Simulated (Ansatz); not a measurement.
Si2Mo: stiffness from a series of strains

```
CELL_PARAMETERS angstrom
-1.60000 1.60000 3.93050
1.60000 -1.60000 3.93050
1.60000 1.60000 -3.93050
ATOMIC_POSITIONS crystal
Si 0.33300 0.33300 0.00000
Si 0.66700 0.66700 0.00000
Mo 0.00000 0.00000 0.00000
```

Atom numbers follow the list: Si1, Si2, Mo3.

The cell is COD entry 1010282, as deposited and not checked against the literature; nothing was relaxed. It is an old determination, and later ones may differ.

These are results of Ansatz 0.2.0, DFT, PBE, all-electron LAPW, scalar-relativistic, not measurements.

Settings: a Γ-centred 12×12×16 k mesh, Fermi–Dirac smearing of 0.03 eV, basis error target 1 meV/atom, no spin polarisation; this mesh doesn't keep the crystal's whole symmetry, which leaves small spurious terms.

The strain is applied along the Cartesian axes of the cell as listed (γ is the engineering shear, twice εxy = εyz = εzx). Fractional coordinates are held (clamped ions).

σ is the change of stress from the unstrained cell, which is at 2.26 GPa; tension is positive, so slopes are stress–strain coefficients at that pressure. In a metal the k mesh adds noise.

Only quantities that a quadratic follows smoothly over the whole series are listed; rougher ones are left out.

```
      γ  σxy (GPa)  σyz (GPa)
-0.0300      -6.24      -6.46
-0.0200      -4.07      -4.22
 0.0000       0.00       0.00
 0.0100       1.93       1.98
 0.0200       3.76       3.88
 0.0300       5.49       5.69
```

**Question.** Fit the series and read off the stiffness at zero strain.

**Answer.** Least-squares fits y = p0 + p1 x + p2 x² to the rows give σxy (GPa): p1 = 196, p2 = -430; σyz (GPa): p1 = 202, p2 = -430.

**Question.** One run, at γ = -0.0100, is withheld. Predict its row.

**Answer.** The fits give -1.99, -2.07; the run gave -2.00, -2.07.
